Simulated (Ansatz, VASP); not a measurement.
One calculation of BP, two programs

```xyz
2
Lattice="0.0000 2.3699 2.2267 2.3699 0.0000 2.2267 2.3699 2.3699 0.0000" Properties=species:S:1:pos:R:3 pbc="T T T"
B     0.0000    0.0000    0.0000
P     1.1850    1.1850    1.1134
```

Change from the starting cell: epitaxial_xy strain +4.5%.

Alike in both runs: task single point; functional r2SCAN; k mesh 10 × 10 × 10; no spin polarisation.

```csv
,VASP,Ansatz
version,VASP 6.6.1,Ansatz 0.2.0
potentials or method,"VASP PAW PBE potentials, release 64 (B, P)","plane waves, PAW"
plane-wave cutoff (eV),520,500
occupations,"gaussian, width 0.01 eV",fixed
valence electrons in the cell,8,8
```

|  | VASP | Ansatz | Ansatz less VASP |
| --- | --- | --- | --- |
| gap on the k mesh at the Fermi level (eV) | 0.60 | 0.57 | -0.027 |
| pressure (GPa) | -10.7 | -10.3 | +0.44 |
| largest component of the traceless stress (GPa) | 10.34 | 10.30 | -0.048 |

Caveats: the PAW data sets were made with another functional, which shifts forces and pressure a little (VASP). A k mesh can miss the band edges.
